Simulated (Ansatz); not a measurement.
SrO: frozen-core PAW against all-electron methods

```yaml
crystal:
  lattice:
    - [0.02570, 2.58265, 2.58265]
    - [2.58265, 0.02570, 2.58265]
    - [2.58265, 2.58265, 0.02570]
  atoms:
    - { symbol: Sr, position: [0.00000, 0.00000, 0.00000] }
    - { symbol: O, position: [0.50000, 0.50000, 0.50000] }
```

Atoms are numbered in the order listed.

The cell is COD entry 1100027, as deposited and not checked against the literature; nothing was relaxed. It is an old determination, and later ones may differ. The listed cell was then made from it by scaling, straining or moving an atom.

Methods: DFT, PBEsol, PAW with Ansatz's default frozen-core files, scalar-relativistic (Ansatz 0.2.0); DFT, PBEsol, all-electron PAW with datasets made for the crystal, scalar-relativistic (Ansatz 0.2.0); DFT, PBEsol, all-electron LAPW, scalar-relativistic (Ansatz 0.2.0).

For PAW: a Γ-centred 8×8×8 k mesh, Fermi–Dirac smearing of 0.03 eV, cutoff 420 eV, no spin polarisation; the PAW files were made with PBE, and the program remakes their frozen cores for this functional. The crystal-made all-electron datasets (AE datasets) take a cutoff of 300 eV at this cell. LAPW targets a basis error of 0.5 meV/atom. The Ansatz runs share mesh, smearing and spin set-up. Plane-wave (PAW) pressures include the program's estimate of the Pulay term.

Stress and pressure are positive in compression.

The change that made this cell: equal xy, yz and zx engineering shear strains of +1 %.

Spin–orbit coupling is left out, which moves gradients at and beside heavy atoms by some per cent and at worst by a factor of two.

```json
{"quantity": "pressure (GPa)", "PAW": "-0.93", "AE datasets": "-0.92", "LAPW": "-0.92"}
{"quantity": "stress yz (GPa)", "PAW": "-0.56", "AE datasets": "-0.56", "LAPW": "-0.56"}
{"quantity": "stress xz (GPa)", "PAW": "-0.56", "AE datasets": "-0.56", "LAPW": "-0.56"}
{"quantity": "stress xy (GPa)", "PAW": "-0.56", "AE datasets": "-0.56", "LAPW": "-0.56"}
{"quantity": "band gap (eV)", "PAW": "3.190", "AE datasets": "3.189", "LAPW": "3.188"}
{"quantity": "field gradient Vzz at Sr1 (10²¹ V/m²)", "PAW": "-0.76", "AE datasets": "-0.75", "LAPW": "–"}
{"quantity": "field gradient Vzz at O2 (10²¹ V/m²)", "PAW": "0.10", "AE datasets": "0.10", "LAPW": "–"}
```

PAW's pressure differs from the LAPW value by about 0.01 GPa or less.
